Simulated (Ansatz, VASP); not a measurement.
# P: VASP beside Ansatz

```xyz
2
Lattice="3.2767 0.0000 0.0000 -1.6384 2.8377 0.0000 0.0000 0.0000 3.2401" Properties=species:S:1:pos:R:3 pbc="T T T"
P     0.0000    1.8918    0.8100
P     1.6384    0.9459    2.4301
```

Alike in both runs: task single point; functional PBEsol; k mesh 13 × 13 × 11; occupations fermi-dirac, width 0.1 eV; no spin polarisation.

|  | VASP | Ansatz |
| --- | --- | --- |
| version | VASP 6.6.1 | Ansatz 0.2.0 |
| potentials or method | VASP PAW PBE potentials, release 64 (P) | plane waves (420 eV) with PAW, scalar-relativistic |
| plane-wave cutoff (eV) | 520 | 420 |
| valence electrons in the cell | 10 | 10 |

|  | VASP | Ansatz | Ansatz less VASP |
| --- | --- | --- | --- |
| pressure (GPa) | -3.2 | -3.3 | -0.11 |
| largest component of the traceless stress (GPa) | 1.00 | 1.04 | +0.039 |

The functional is the same, so the differences come from potentials, cutoffs and numerics. Ansatz warned: «pseudo_functional_mismatch».

Caveats: the PAW data sets were made with another functional, which shifts forces and pressure a little (VASP).
